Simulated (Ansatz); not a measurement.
# Ca: an elastic constant from a strain scan

All numbers below come from DFT PBE, scalar-relativistic, plane waves, PAW (Ansatz). Settings: plane waves to 420 eV, k-mesh 14×14×14 (Γ-centred), Gaussian smearing 0.15 eV. No spin polarisation. Energies are free energies at this smearing, counted from the undisturbed cell; pressure is positive in compression.

Zero of the scan (as given, not relaxed at this level; it stands at -0.6 GPa):

```
CELL_PARAMETERS angstrom
0.00000 2.79420 2.79420
2.79420 0.00000 2.79420
2.79420 2.79420 0.00000
ATOMIC_POSITIONS crystal
Ca 0.00000 0.00000 0.00000
```

The cell is strained by ε times the Voigt pattern (1, 0, 0, 0, 0, 0) (xx, yy, zz, yz, xz, xy; engineering shear) with fractional coordinates fixed. The cell holds 1 atom in V0 = 43.63 Å³. The stress column is τ = (1/V0) dE/dε, got from the stress tensor σ (compression positive) at each point as −det(1 + εP) σ : P(1 + εP)⁻¹, with P the pattern as a tensor.

```csv
ε,ΔE (meV/atom),τ (GPa)
-0.0600,1.304,-0.729
-0.0450,-0.996,-0.399
-0.0300,-1.963,-0.076
-0.0150,-1.624,0.241
0.0000,0.000,0.553
0.0150,2.885,0.859
0.0300,7.007,1.159
0.0450,12.341,1.452
0.0525,15.454,1.596
0.0600,?,?
```

Question: Which combination of elastic constants does this scan measure, and how large is it?

Answer: For small ε, τ = τ0 + Kε with K = pᵀCp, which for this pattern is C11 in the cubic axes. The parabola through τ at ε = -0.0150, 0 and 0.0150 has slope K = 20.6 GPa at zero. The energies per cell, E = NΔE, of the same two points give K = 2[E(ε₊)/ε₊ − E(ε₋)/ε₋]/[(ε₊ − ε₋)V0] = 20.6 GPa, in agreement.

Question: Predict the withheld row at ε = 0.0600 from the harmonic law, and compare.

Answer: ΔE = V0(τ0 ε + Kε²/2)/N = 19.123 meV/atom and τ = 1.79 GPa. The calculation gives 18.860 meV/atom and 1.74 GPa, a miss of 1.4 % of the harmonic energy, so the harmonic law still holds on this side, though at ε = -0.0600 the energy lies 23 % above it.

In a metal these slopes depend on the k mesh and the smearing.